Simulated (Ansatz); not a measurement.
# Generalised stacking fault in Si2Ni

Theory: DFT PBEsol, scalar-relativistic, plane waves, PAW (Ansatz). The runs took a 420 eV cutoff, a Γ-centred 9×13×5 mesh and Gaussian smearing (0.15 eV). No spin polarisation. A magnetic state may lie lower. Energies are free energies at this smearing, counted from the undisturbed cell; pressure is positive in compression.

Reference structure (relaxed at this level; with this scan's settings it stands at -0.1 GPa):

```
Si Ni
1.0
     5.39141    0.00000    0.00000
     0.00000    2.69570   -2.69570
    -2.69570    8.08711    5.39141
Si Ni
10 5
Direct
  0.35000 0.90000 0.10000
  0.95000 0.30000 0.30000
  0.55000 0.70000 0.50000
  0.15000 0.10000 0.70000
  0.75000 0.50000 0.90000
  0.05000 0.70000 0.50000
  0.65000 0.10000 0.70000
  0.25000 0.50000 0.90000
  0.85000 0.90000 0.10000
  0.45000 0.30000 0.30000
  0.20000 0.80000 0.30000
  0.80000 0.20000 0.50000
  0.40000 0.60000 0.70000
  0.00000 0.00000 0.90000
  0.60000 0.40000 0.10000
```

The cut lies on the cell's a–b face, a (0 1 1) plane (indices in the standard cell, whose axes needn't be the Cartesian ones shown) of area 20.55 Å², between layers 1.91 Å apart. Vector c is tilted by f times 0·a + 1·b (length 3.812 Å) with the atoms' Cartesian places fixed: one unrelaxed fault a cell. The cell is metallic on the mesh throughout.

```
     f  γ (mJ/m²) shear traction, the slope of γ along the slip (GPa)
0.0000          0                                                  0.0
0.1000        184                                                 10.3
0.2000        846                                                 25.0
0.3000       2055                                                 36.7
0.4000          ?                                                    ?
0.5000       3984                                                  0.0
```

By symmetry 0.6000 repeats 0.4000, 0.8000 repeats 0.2000 in energy, with the opposite slope along the path.

(1) Give the withheld values.

Results:

(1) γ (mJ/m²) at f = 0.4000: 3389; shear traction, the slope of γ along the slip (GPa) at f = 0.4000: 29.0.